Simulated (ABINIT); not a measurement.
The system is C.

```
C
1.0
     0.00000    1.78337    1.78337
     1.78337    0.00000    1.78337
     1.78337    1.78337    0.00000
C
2
Direct
  0.75000 0.75000 0.75000
  0.50000 0.50000 0.50000
```

This isn't the form of C at room conditions, which is graphite.

Base run:

| Quantity | Value |
| --- | --- |
| Program | ABINIT 10.8.3 (patched build) |
| Functional | r2SCAN |
| Potentials or basis | PseudoDojo NC SR PBE v0.5 standard |
| Cutoff | 1333 eV |
| k mesh | 13 × 13 × 13 |
| Occupations | fermi-dirac, width 0.05 eV |
| Spin | no spin polarisation |

Its results: band gap on the k mesh 4.17 eV, indirect (least direct gap 5.84 eV); pressure 3.6 GPa.

Question: After a change of settings the same cell gave: band gap on the k mesh 4.32 eV, indirect (least direct gap 5.87 eV); pressure 0.9 GPa. Which change was it?
A. functional from r2SCAN to HLE16; potentials or basis from PseudoDojo NC SR PBE v0.5 standard to JTH PAW PBE v2.0; cutoff from 1333 eV to 544 eV
B. potentials or basis from PseudoDojo NC SR PBE v0.5 standard to JTH PAW PBE v2.0; cutoff from 1333 eV to 653 eV; k mesh from 13 × 13 × 13 to 8 × 8 × 8
C. functional from r2SCAN to rSCAN; potentials or basis from PseudoDojo NC SR PBE v0.5 standard to JTH PAW PBE v2.0; cutoff from 1333 eV to 653 eV
D. functional from r2SCAN to SOGGA; potentials or basis from PseudoDojo NC SR PBE v0.5 standard to JTH PAW PBE v2.0; cutoff from 1333 eV to 544 eV

Answer: B.

Caveats: a meta-GGA on potentials with a model core is unreliable (some runs); the potentials were made for another functional, which shifts forces and pressure (some runs); the PAW data sets were made with another functional, which shifts forces and pressure a little (some runs); the atomic spheres overlap (some runs).

Runs at the PBE level aren't shown here.
